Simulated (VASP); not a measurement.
# SnTe (Pm-3m) in VASP: a series of runs, part 2 of 7

VASP 6.6.1. Earlier steps stand in the parts before.

### Step 7. Equation of state, LDA, 30.66 Å³/atom

Input file INCAR:

```
PREC = Accurate
ENCUT = 250
EDIFF = 1E-6
ISMEAR = 0
SIGMA = 0.05
LREAL = False
LASPH = True
NELM = 100
ALGO = Normal
ISIF = 2
LWAVE = False
LCHARG = False
GGA = CA
ADDGRID = False
```

Input file KPOINTS:

```
regular mesh
0
Gamma
  2 2 2
```

Input file POSCAR:

```
SnTe
1.0
    3.9433629105      0.0000000000      0.0000000000
    0.0000000000      3.9433629105      0.0000000000
    0.0000000000      0.0000000000      3.9433629105
Te Sn
1 1
Direct
    0.5000000000      0.5000000000      0.5000000000
    0.0000000000      0.0000000000      0.0000000000
```

Run with:

```
$ cat potpaw_LDA.64/Te/POTCAR potpaw_LDA.64/Sn_d/POTCAR > POTCAR
$ mpirun -np 1 vasp_std > vasp.out
```

Wall time 1.7 s (1 thread of AMD EPYC 9R14 (Zen 4), shared host); peak memory 0.08 GiB.

The run converged, but some of its settings lie outside the range that counts as converged, so its numbers aren't taken as properties of the crystal.

Results:

```yaml
Free_energy: -7.0502 eV
Band_gap_on_the_k_mesh: none (metal or under the smearing width)
```

Caveat: the k mesh is coarse (spacing up to 0.80 Å⁻¹), so the values aren't converged; the cutoff is under 1.25 times the usual one of these potentials, so pressure, stress and relaxed cells hold a basis-set (Pulay) error.

### Step 8. Equation of state, LDA, 28.87 Å³/atom

INCAR, as its differences from that of step 7:

```diff
@@ -1,3 +1,3 @@
 PREC = Accurate
-ENCUT = 250
+ENCUT = 300
 EDIFF = 1E-6
```

KPOINTS is that of step 7.

Input file POSCAR:

```
SnTe
1.0
    3.8652558891      0.0000000000      0.0000000000
    0.0000000000      3.8652558891      0.0000000000
    0.0000000000      0.0000000000      3.8652558891
Te Sn
1 1
Direct
    0.5000000000      0.5000000000      0.5000000000
    0.0000000000      0.0000000000      0.0000000000
```

Run with:

```
$ cat potpaw_LDA.64/Te/POTCAR potpaw_LDA.64/Sn_d/POTCAR > POTCAR
$ mpirun -np 1 vasp_std > vasp.out
```

Wall time 1.8 s (1 thread of AMD EPYC 9R14 (Zen 4), shared host); peak memory 0.09 GiB.

The run converged, but some of its settings lie outside the range that counts as converged, so its numbers aren't taken as properties of the crystal.

What came out:

```
Free energy            : -7.0444 eV
Pressure               : 1.5 GPa
Band gap on the k mesh : none (metal or under the smearing width)
```

Caveat: the k mesh is coarse (spacing up to 0.81 Å⁻¹), so the values aren't converged.

### Step 9. Equation of state, LDA, 30.66 Å³/atom

INCAR is that of step 8.

KPOINTS is that of step 8.

Input file POSCAR:

```
SnTe
1.0
    3.9433629105      0.0000000000      0.0000000000
    0.0000000000      3.9433629105      0.0000000000
    0.0000000000      0.0000000000      3.9433629105
Te Sn
1 1
Direct
    0.5000000000      0.5000000000      0.5000000000
    0.0000000000      0.0000000000      0.0000000000
```

Potentials or basis: VASP PAW LDA potentials, release 64 (Te, Sn_d).

Run with:

```
$ cat potpaw_LDA.64/Te/POTCAR potpaw_LDA.64/Sn_d/POTCAR > POTCAR
$ mpirun -np 1 vasp_std > vasp.out
```

It took 2 s on 1 thread of AMD EPYC 9R14 (Zen 4), shared host; peak memory 0.09 GiB.

The run converged, but some of its settings lie outside the range that counts as converged, so its numbers aren't taken as properties of the crystal.

What came out:

```
Free energy            : -7.0500 eV
Pressure               : -1.3 GPa
Band gap on the k mesh : none (metal or under the smearing width)
```

Caveat: the k mesh is coarse (spacing up to 0.80 Å⁻¹), so the values aren't converged.

### Step 10. Equation of state, LDA, 28.87 Å³/atom

INCAR, as its differences from that of step 9:

```diff
@@ -1,3 +1,3 @@
 PREC = Accurate
-ENCUT = 300
+ENCUT = 350
 EDIFF = 1E-6
```

KPOINTS is that of step 9.

Input file POSCAR:

```
SnTe
1.0
    3.8652558891      0.0000000000      0.0000000000
    0.0000000000      3.8652558891      0.0000000000
    0.0000000000      0.0000000000      3.8652558891
Te Sn
1 1
Direct
    0.5000000000      0.5000000000      0.5000000000
    0.0000000000      0.0000000000      0.0000000000
```

Run with:

```
$ cat potpaw_LDA.64/Te/POTCAR potpaw_LDA.64/Sn_d/POTCAR > POTCAR
$ mpirun -np 1 vasp_std > vasp.out
```

It took 1.8 s on 1 thread of AMD EPYC 9R14 (Zen 4), shared host; peak memory 0.09 GiB.

These settings aren't checked as converged: the numbers below hold their error.

What came out:

| Property | Result |
| --- | --- |
| Free energy | -7.0446 eV |
| Pressure | 1.5 GPa |
| Band gap on the k mesh | none (metal or under the smearing width) |

Caveat: the k mesh is coarse (spacing up to 0.81 Å⁻¹), so the values aren't converged.

### Step 11. Equation of state, LDA, 30.66 Å³/atom

INCAR is that of step 10.

KPOINTS is that of step 10.

Input file POSCAR:

```
SnTe
1.0
    3.9433629105      0.0000000000      0.0000000000
    0.0000000000      3.9433629105      0.0000000000
    0.0000000000      0.0000000000      3.9433629105
Te Sn
1 1
Direct
    0.5000000000      0.5000000000      0.5000000000
    0.0000000000      0.0000000000      0.0000000000
```

Run with:

```
$ cat potpaw_LDA.64/Te/POTCAR potpaw_LDA.64/Sn_d/POTCAR > POTCAR
$ mpirun -np 1 vasp_std > vasp.out
```

Wall time 2 s (1 thread of AMD EPYC 9R14 (Zen 4), shared host); peak memory 0.09 GiB.

These settings aren't checked as converged: the numbers below hold their error.

What came out:

| Item | Value |
| --- | --- |
| Free energy | -7.0486 eV |
| Pressure | -1.3 GPa |
| Band gap on the k mesh | none (metal or under the smearing width) |

Caveat: the k mesh is coarse (spacing up to 0.80 Å⁻¹), so the values aren't converged.

### Step 12. Equation of state, LDA, 28.87 Å³/atom

INCAR, as its differences from that of step 11:

```diff
@@ -1,3 +1,3 @@
 PREC = Accurate
-ENCUT = 350
+ENCUT = 400
 EDIFF = 1E-6
```

KPOINTS is that of step 11.

Input file POSCAR:

```
SnTe
1.0
    3.8652558891      0.0000000000      0.0000000000
    0.0000000000      3.8652558891      0.0000000000
    0.0000000000      0.0000000000      3.8652558891
Te Sn
1 1
Direct
    0.5000000000      0.5000000000      0.5000000000
    0.0000000000      0.0000000000      0.0000000000
```

Potentials or basis: VASP PAW LDA potentials, release 64 (Te, Sn_d).

Run with:

```
$ cat potpaw_LDA.64/Te/POTCAR potpaw_LDA.64/Sn_d/POTCAR > POTCAR
$ mpirun -np 1 vasp_std > vasp.out
```

Wall time 2.3 s (1 thread of AMD EPYC 9R14 (Zen 4), shared host); peak memory 0.1 GiB.

These settings aren't checked as converged: the numbers below hold their error.

Results:

```
Free energy            : -7.0452 eV
Pressure               : 1.7 GPa
Band gap on the k mesh : none (metal or under the smearing width)
```

Caveat: the k mesh is coarse (spacing up to 0.81 Å⁻¹), so the values aren't converged.

### Step 13. Equation of state, LDA, 30.66 Å³/atom

INCAR is that of step 12.

KPOINTS is that of step 12.

Input file POSCAR:

```
SnTe
1.0
    3.9433629105      0.0000000000      0.0000000000
    0.0000000000      3.9433629105      0.0000000000
    0.0000000000      0.0000000000      3.9433629105
Te Sn
1 1
Direct
    0.5000000000      0.5000000000      0.5000000000
    0.0000000000      0.0000000000      0.0000000000
```

Run with:

```
$ cat potpaw_LDA.64/Te/POTCAR potpaw_LDA.64/Sn_d/POTCAR > POTCAR
$ mpirun -np 1 vasp_std > vasp.out
```

Run time: 2.6 s. Hardware: 1 thread of AMD EPYC 9R14 (Zen 4), shared host; peak memory 0.1 GiB.

These settings aren't checked as converged: the numbers below hold their error.

Results:

```yaml
Free_energy: -7.0516 eV
Pressure: -1.1 GPa
Band_gap_on_the_k_mesh: none (metal or under the smearing width)
```

Caveat: the k mesh is coarse (spacing up to 0.80 Å⁻¹), so the values aren't converged.

### Step 14. Equation of state, LDA, 28.87 Å³/atom

INCAR, as its differences from that of step 13:

```diff
@@ -1,3 +1,3 @@
 PREC = Accurate
-ENCUT = 400
+ENCUT = 500
 EDIFF = 1E-6
```

KPOINTS is that of step 13.

Input file POSCAR:

```
SnTe
1.0
    3.8652558891      0.0000000000      0.0000000000
    0.0000000000      3.8652558891      0.0000000000
    0.0000000000      0.0000000000      3.8652558891
Te Sn
1 1
Direct
    0.5000000000      0.5000000000      0.5000000000
    0.0000000000      0.0000000000      0.0000000000
```

Run with:

```
$ cat potpaw_LDA.64/Te/POTCAR potpaw_LDA.64/Sn_d/POTCAR > POTCAR
$ mpirun -np 1 vasp_std > vasp.out
```

It took 2.4 s on 1 thread of AMD EPYC 9R14 (Zen 4), shared host; peak memory 0.1 GiB.

The run converged, but some of its settings lie outside the range that counts as converged, so its numbers aren't taken as properties of the crystal.

Results:

```yaml
Free_energy: -7.0453 eV
Pressure: 1.7 GPa
Band_gap_on_the_k_mesh: none (metal or under the smearing width)
```

Caveat: the k mesh is coarse (spacing up to 0.81 Å⁻¹), so the values aren't converged.

### Step 15. Equation of state, LDA, 30.66 Å³/atom

INCAR is that of step 14.

KPOINTS is that of step 14.

Input file POSCAR:

```
SnTe
1.0
    3.9433629105      0.0000000000      0.0000000000
    0.0000000000      3.9433629105      0.0000000000
    0.0000000000      0.0000000000      3.9433629105
Te Sn
1 1
Direct
    0.5000000000      0.5000000000      0.5000000000
    0.0000000000      0.0000000000      0.0000000000
```

Potentials or basis: VASP PAW LDA potentials, release 64 (Te, Sn_d).

Run with:

```
$ cat potpaw_LDA.64/Te/POTCAR potpaw_LDA.64/Sn_d/POTCAR > POTCAR
$ mpirun -np 1 vasp_std > vasp.out
```

Run time: 3 s. Hardware: 1 thread of AMD EPYC 9R14 (Zen 4), shared host; peak memory 0.11 GiB.

These settings aren't checked as converged: the numbers below hold their error.

Results:

* Free energy: -7.0517 eV
* Pressure: -1.1 GPa
* Band gap on the k mesh: none (metal or under the smearing width)

Caveat: the k mesh is coarse (spacing up to 0.80 Å⁻¹), so the values aren't converged.

### Step 16. Equation of state, LDA, 28.87 Å³/atom

INCAR, as its differences from that of step 15:

```diff
@@ -1,3 +1,3 @@
 PREC = Accurate
-ENCUT = 500
+ENCUT = 250
 EDIFF = 1E-6
```

Input file KPOINTS:

```
regular mesh
0
Gamma
  3 3 3
```

Input file POSCAR:

```
SnTe
1.0
    3.8652558891      0.0000000000      0.0000000000
    0.0000000000      3.8652558891      0.0000000000
    0.0000000000      0.0000000000      3.8652558891
Te Sn
1 1
Direct
    0.5000000000      0.5000000000      0.5000000000
    0.0000000000      0.0000000000      0.0000000000
```

Run with:

```
$ cat potpaw_LDA.64/Te/POTCAR potpaw_LDA.64/Sn_d/POTCAR > POTCAR
$ mpirun -np 1 vasp_std > vasp.out
```

It took 1.6 s on 1 thread of AMD EPYC 9R14 (Zen 4), shared host; peak memory 0.08 GiB.

These settings aren't checked as converged: the numbers below hold their error.

What came out:

```yaml
Free_energy: -8.1819 eV
Band_gap_on_the_k_mesh: 0.51 eV, indirect (least direct gap 2.12 eV)
```

Caveat: the k mesh is coarse (spacing up to 0.54 Å⁻¹), so the values aren't converged; the cutoff is under 1.25 times the usual one of these potentials, so pressure, stress and relaxed cells hold a basis-set (Pulay) error; spin-orbit coupling is left out, which moves the levels of the heavy elements; an odd mesh through Γ misses points on the zone boundary, where band edges often lie.

### Step 17. Equation of state, LDA, 30.66 Å³/atom

INCAR is that of step 16.

KPOINTS is that of step 16.

Input file POSCAR:

```
SnTe
1.0
    3.9433629105      0.0000000000      0.0000000000
    0.0000000000      3.9433629105      0.0000000000
    0.0000000000      0.0000000000      3.9433629105
Te Sn
1 1
Direct
    0.5000000000      0.5000000000      0.5000000000
    0.0000000000      0.0000000000      0.0000000000
```

Run with:

```
$ cat potpaw_LDA.64/Te/POTCAR potpaw_LDA.64/Sn_d/POTCAR > POTCAR
$ mpirun -np 1 vasp_std > vasp.out
```

Wall time 1.6 s (1 thread of AMD EPYC 9R14 (Zen 4), shared host); peak memory 0.08 GiB.

The run converged, but some of its settings lie outside the range that counts as converged, so its numbers aren't taken as properties of the crystal.

Results:

```
Free energy            : -8.1351 eV
Band gap on the k mesh : 0.57 eV, indirect (least direct gap 2.00 eV)
```

Caveat: the k mesh is coarse (spacing up to 0.53 Å⁻¹), so the values aren't converged; the cutoff is under 1.25 times the usual one of these potentials, so pressure, stress and relaxed cells hold a basis-set (Pulay) error; spin-orbit coupling is left out, which moves the levels of the heavy elements; an odd mesh through Γ misses points on the zone boundary, where band edges often lie.

### Step 18. Equation of state, LDA, 28.87 Å³/atom

INCAR, as its differences from that of step 17:

```diff
@@ -1,3 +1,3 @@
 PREC = Accurate
-ENCUT = 250
+ENCUT = 600
 EDIFF = 1E-6
```

Input file KPOINTS:

```
regular mesh
0
Gamma
  2 2 2
```

Input file POSCAR:

```
SnTe
1.0
    3.8652558891      0.0000000000      0.0000000000
    0.0000000000      3.8652558891      0.0000000000
    0.0000000000      0.0000000000      3.8652558891
Te Sn
1 1
Direct
    0.5000000000      0.5000000000      0.5000000000
    0.0000000000      0.0000000000      0.0000000000
```

Potentials or basis: VASP PAW LDA potentials, release 64 (Te, Sn_d).

Run with:

```
$ cat potpaw_LDA.64/Te/POTCAR potpaw_LDA.64/Sn_d/POTCAR > POTCAR
$ mpirun -np 1 vasp_std > vasp.out
```

Run time: 2.9 s. Hardware: 1 thread of AMD EPYC 9R14 (Zen 4), shared host; peak memory 0.12 GiB.

These settings aren't checked as converged: the numbers below hold their error.

What came out:

* Free energy: -7.0454 eV
* Pressure: 1.7 GPa
* Band gap on the k mesh: none (metal or under the smearing width)

Caveat: the k mesh is coarse (spacing up to 0.81 Å⁻¹), so the values aren't converged.

### Step 19. Equation of state, LDA, 30.66 Å³/atom

INCAR is that of step 18.

KPOINTS is that of step 18.

Input file POSCAR:

```
SnTe
1.0
    3.9433629105      0.0000000000      0.0000000000
    0.0000000000      3.9433629105      0.0000000000
    0.0000000000      0.0000000000      3.9433629105
Te Sn
1 1
Direct
    0.5000000000      0.5000000000      0.5000000000
    0.0000000000      0.0000000000      0.0000000000
```

Run with:

```
$ cat potpaw_LDA.64/Te/POTCAR potpaw_LDA.64/Sn_d/POTCAR > POTCAR
$ mpirun -np 1 vasp_std > vasp.out
```

Wall time 3.4 s (1 thread of AMD EPYC 9R14 (Zen 4), shared host); peak memory 0.12 GiB.

The run converged, but some of its settings lie outside the range that counts as converged, so its numbers aren't taken as properties of the crystal.

What came out:

| Property | Result |
| --- | --- |
| Free energy | -7.0517 eV |
| Pressure | -1.1 GPa |
| Band gap on the k mesh | none (metal or under the smearing width) |

Caveat: the k mesh is coarse (spacing up to 0.80 Å⁻¹), so the values aren't converged.

### Step 20. Equation of state, LDA, 28.87 Å³/atom

INCAR, as its differences from that of step 19:

```diff
@@ -1,3 +1,3 @@
 PREC = Accurate
-ENCUT = 600
+ENCUT = 300
 EDIFF = 1E-6
```

Input file KPOINTS:

```
regular mesh
0
Gamma
  3 3 3
```

Input file POSCAR:

```
SnTe
1.0
    3.8652558891      0.0000000000      0.0000000000
    0.0000000000      3.8652558891      0.0000000000
    0.0000000000      0.0000000000      3.8652558891
Te Sn
1 1
Direct
    0.5000000000      0.5000000000      0.5000000000
    0.0000000000      0.0000000000      0.0000000000
```

Run with:

```
$ cat potpaw_LDA.64/Te/POTCAR potpaw_LDA.64/Sn_d/POTCAR > POTCAR
$ mpirun -np 1 vasp_std > vasp.out
```

It took 1.9 s on 1 thread of AMD EPYC 9R14 (Zen 4), shared host; peak memory 0.09 GiB.

These settings aren't checked as converged: the numbers below hold their error.

What came out:

```yaml
Free_energy: -8.1822 eV
Pressure: -0.9 GPa
Band_gap_on_the_k_mesh: 0.51 eV, indirect (least direct gap 2.12 eV)
```

Caveat: the k mesh is coarse (spacing up to 0.54 Å⁻¹), so the values aren't converged; spin-orbit coupling is left out, which moves the levels of the heavy elements; an odd mesh through Γ misses points on the zone boundary, where band edges often lie.

### Step 21. Equation of state, LDA, 30.66 Å³/atom

INCAR is that of step 20.

KPOINTS is that of step 20.

Input file POSCAR:

```
SnTe
1.0
    3.9433629105      0.0000000000      0.0000000000
    0.0000000000      3.9433629105      0.0000000000
    0.0000000000      0.0000000000      3.9433629105
Te Sn
1 1
Direct
    0.5000000000      0.5000000000      0.5000000000
    0.0000000000      0.0000000000      0.0000000000
```

Potentials or basis: VASP PAW LDA potentials, release 64 (Te, Sn_d).

Run with:

```
$ cat potpaw_LDA.64/Te/POTCAR potpaw_LDA.64/Sn_d/POTCAR > POTCAR
$ mpirun -np 1 vasp_std > vasp.out
```

It took 1.8 s on 1 thread of AMD EPYC 9R14 (Zen 4), shared host; peak memory 0.09 GiB.

These settings aren't checked as converged: the numbers below hold their error.

What came out:

```yaml
Free_energy: -8.1358 eV
Pressure: -3.6 GPa
Band_gap_on_the_k_mesh: 0.57 eV, indirect (least direct gap 2.00 eV)
```

Caveat: the k mesh is coarse (spacing up to 0.53 Å⁻¹), so the values aren't converged; spin-orbit coupling is left out, which moves the levels of the heavy elements; an odd mesh through Γ misses points on the zone boundary, where band edges often lie.

### Step 22. Equation of state, LDA, 28.87 Å³/atom

INCAR, as its differences from that of step 21:

```diff
@@ -1,3 +1,3 @@
 PREC = Accurate
-ENCUT = 300
+ENCUT = 350
 EDIFF = 1E-6
```

KPOINTS is that of step 21.

Input file POSCAR:

```
SnTe
1.0
    3.8652558891      0.0000000000      0.0000000000
    0.0000000000      3.8652558891      0.0000000000
    0.0000000000      0.0000000000      3.8652558891
Te Sn
1 1
Direct
    0.5000000000      0.5000000000      0.5000000000
    0.0000000000      0.0000000000      0.0000000000
```

Run with:

```
$ cat potpaw_LDA.64/Te/POTCAR potpaw_LDA.64/Sn_d/POTCAR > POTCAR
$ mpirun -np 1 vasp_std > vasp.out
```

Run time: 1.9 s. Hardware: 1 thread of AMD EPYC 9R14 (Zen 4), shared host; peak memory 0.09 GiB.

These settings aren't checked as converged: the numbers below hold their error.

Results:

| Item | Value |
| --- | --- |
| Free energy | -8.1812 eV |
| Pressure | -0.9 GPa |
| Band gap on the k mesh | 0.51 eV, indirect (least direct gap 2.12 eV) |

Caveat: the k mesh is coarse (spacing up to 0.54 Å⁻¹), so the values aren't converged; spin-orbit coupling is left out, which moves the levels of the heavy elements; an odd mesh through Γ misses points on the zone boundary, where band edges often lie.

### Step 23. Equation of state, LDA, 30.66 Å³/atom

INCAR is that of step 22.

KPOINTS is that of step 22.

Input file POSCAR:

```
SnTe
1.0
    3.9433629105      0.0000000000      0.0000000000
    0.0000000000      3.9433629105      0.0000000000
    0.0000000000      0.0000000000      3.9433629105
Te Sn
1 1
Direct
    0.5000000000      0.5000000000      0.5000000000
    0.0000000000      0.0000000000      0.0000000000
```

Run with:

```
$ cat potpaw_LDA.64/Te/POTCAR potpaw_LDA.64/Sn_d/POTCAR > POTCAR
$ mpirun -np 1 vasp_std > vasp.out
```

Run time: 2 s. Hardware: 1 thread of AMD EPYC 9R14 (Zen 4), shared host; peak memory 0.09 GiB.

The run converged, but some of its settings lie outside the range that counts as converged, so its numbers aren't taken as properties of the crystal.

Results:

```
Free energy            : -8.1349 eV
Pressure               : -3.6 GPa
Band gap on the k mesh : 0.57 eV, indirect (least direct gap 2.00 eV)
```

Caveat: the k mesh is coarse (spacing up to 0.53 Å⁻¹), so the values aren't converged; spin-orbit coupling is left out, which moves the levels of the heavy elements; an odd mesh through Γ misses points on the zone boundary, where band edges often lie.

### Step 24. Equation of state, LDA, 28.87 Å³/atom

INCAR, as its differences from that of step 23:

```diff
@@ -1,3 +1,3 @@
 PREC = Accurate
-ENCUT = 350
+ENCUT = 400
 EDIFF = 1E-6
```

KPOINTS is that of step 23.

Input file POSCAR:

```
SnTe
1.0
    3.8652558891      0.0000000000      0.0000000000
    0.0000000000      3.8652558891      0.0000000000
    0.0000000000      0.0000000000      3.8652558891
Te Sn
1 1
Direct
    0.5000000000      0.5000000000      0.5000000000
    0.0000000000      0.0000000000      0.0000000000
```

Potentials or basis: VASP PAW LDA potentials, release 64 (Te, Sn_d).

Run with:

```
$ cat potpaw_LDA.64/Te/POTCAR potpaw_LDA.64/Sn_d/POTCAR > POTCAR
$ mpirun -np 1 vasp_std > vasp.out
```

Run time: 2.6 s. Hardware: 1 thread of AMD EPYC 9R14 (Zen 4), shared host; peak memory 0.1 GiB.

The run converged, but some of its settings lie outside the range that counts as converged, so its numbers aren't taken as properties of the crystal.

Results:

* Free energy: -8.1832 eV
* Pressure: -0.7 GPa
* Band gap on the k mesh: 0.51 eV, indirect (least direct gap 2.12 eV)

Caveat: the k mesh is coarse (spacing up to 0.54 Å⁻¹), so the values aren't converged; spin-orbit coupling is left out, which moves the levels of the heavy elements; an odd mesh through Γ misses points on the zone boundary, where band edges often lie.

### Step 25. Equation of state, LDA, 30.66 Å³/atom

INCAR is that of step 24.

KPOINTS is that of step 24.

Input file POSCAR:

```
SnTe
1.0
    3.9433629105      0.0000000000      0.0000000000
    0.0000000000      3.9433629105      0.0000000000
    0.0000000000      0.0000000000      3.9433629105
Te Sn
1 1
Direct
    0.5000000000      0.5000000000      0.5000000000
    0.0000000000      0.0000000000      0.0000000000
```

Run with:

```
$ cat potpaw_LDA.64/Te/POTCAR potpaw_LDA.64/Sn_d/POTCAR > POTCAR
$ mpirun -np 1 vasp_std > vasp.out
```

Wall time 2.5 s (1 thread of AMD EPYC 9R14 (Zen 4), shared host); peak memory 0.1 GiB.

These settings aren't checked as converged: the numbers below hold their error.

What came out:

* Free energy: -8.1364 eV
* Pressure: -3.4 GPa
* Band gap on the k mesh: 0.57 eV, indirect (least direct gap 2.00 eV)

Caveat: the k mesh is coarse (spacing up to 0.53 Å⁻¹), so the values aren't converged; spin-orbit coupling is left out, which moves the levels of the heavy elements; an odd mesh through Γ misses points on the zone boundary, where band edges often lie.

[end of part 2 of 7]
